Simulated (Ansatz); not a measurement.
## Ga: projected DOS by orbital

```yaml
crystal:
  lattice:
    - [2.25535, -3.82240, 0.00000]
    - [2.25535, 3.82240, 0.00000]
    - [0.00000, 0.00000, 4.51670]
  atoms:
    - { symbol: Ga, position: [0.15250, 0.84750, 0.07850] }
    - { symbol: Ga, position: [0.65250, 0.34750, 0.42150] }
    - { symbol: Ga, position: [0.84750, 0.15250, 0.92150] }
    - { symbol: Ga, position: [0.34750, 0.65250, 0.57850] }
```

Atom numbers follow the list: Ga1, Ga2, Ga3, Ga4.

The cell is COD entry 9008562, as deposited and not checked against the literature; nothing was relaxed.

The calculation used DFT, PBE, all-electron LAPW, scalar-relativistic in Ansatz 0.2.0.

Settings: a Γ-centred 9×9×8 k mesh, Fermi–Dirac smearing of 0.05 eV, basis error target 1 meV/atom, no spin polarisation.

States per eV for one atom of each kind, in 0.4 eV bins named by their centres, from the Fermi level, projected on a minimal set of Löwdin-orthogonalised atomic shells; orbitals are real harmonics on the Cartesian axes, equal curves share a column, and empty bins are left out, as is all above 3.9 eV, near the top of the computed bands.

Ga1 4p:

```
# E all pz px py
-10.7 0.02 0.01 0.01 0.01
-10.3 0.04 0.01 0.02 0.02
-9.9 0.06 0.02 0.02 0.02
-9.5 0.08 0.03 0.03 0.03
-9.1 0.10 0.03 0.03 0.04
-8.7 0.11 0.03 0.04 0.03
-8.3 0.09 0.04 0.03 0.02
-7.9 0.10 0.04 0.04 0.02
-7.5 0.12 0.04 0.05 0.02
-7.1 0.15 0.05 0.05 0.05
-6.7 0.11 0.03 0.03 0.05
-6.3 0.08 0.02 0.03 0.03
-5.9 0.14 0.04 0.05 0.05
-5.5 0.17 0.05 0.05 0.07
-5.1 0.17 0.05 0.05 0.07
-4.7 0.15 0.04 0.04 0.06
-4.3 0.13 0.04 0.04 0.06
-3.9 0.12 0.04 0.04 0.05
-3.5 0.17 0.06 0.05 0.07
-3.1 0.25 0.08 0.07 0.09
-2.7 0.25 0.08 0.09 0.09
-2.3 0.28 0.08 0.10 0.10
-1.9 0.37 0.12 0.11 0.14
-1.5 0.48 0.16 0.13 0.18
-1.1 0.41 0.13 0.11 0.16
-0.7 0.32 0.10 0.09 0.13
-0.3 0.21 0.08 0.07 0.07
0.1 0.10 0.04 0.04 0.02
0.5 0.17 0.07 0.06 0.04
0.9 0.32 0.11 0.11 0.10
1.3 0.37 0.12 0.13 0.12
1.7 0.28 0.10 0.10 0.08
2.1 0.26 0.10 0.09 0.08
2.5 0.30 0.11 0.10 0.10
2.9 0.37 0.13 0.12 0.12
3.3 0.29 0.10 0.10 0.09
3.7 0.35 0.12 0.14 0.10
```

Ga1 4s:

```
# E all
-11.1 0.01
-10.7 0.05
-10.3 0.07
-9.9 0.08
-9.5 0.09
-9.1 0.11
-8.7 0.12
-8.3 0.10
-7.9 0.11
-7.5 0.14
-7.1 0.17
-6.7 0.13
-6.3 0.09
-5.9 0.14
-5.5 0.15
-5.1 0.15
-4.7 0.14
-4.3 0.11
-3.9 0.09
-3.5 0.09
-3.1 0.11
-2.7 0.08
-2.3 0.06
-1.9 0.06
-1.5 0.07
-1.1 0.05
-0.7 0.04
-0.3 0.04
0.1 0.02
0.5 0.06
0.9 0.16
1.3 0.19
1.7 0.12
2.1 0.11
2.5 0.11
2.9 0.13
3.3 0.09
3.7 0.09
```
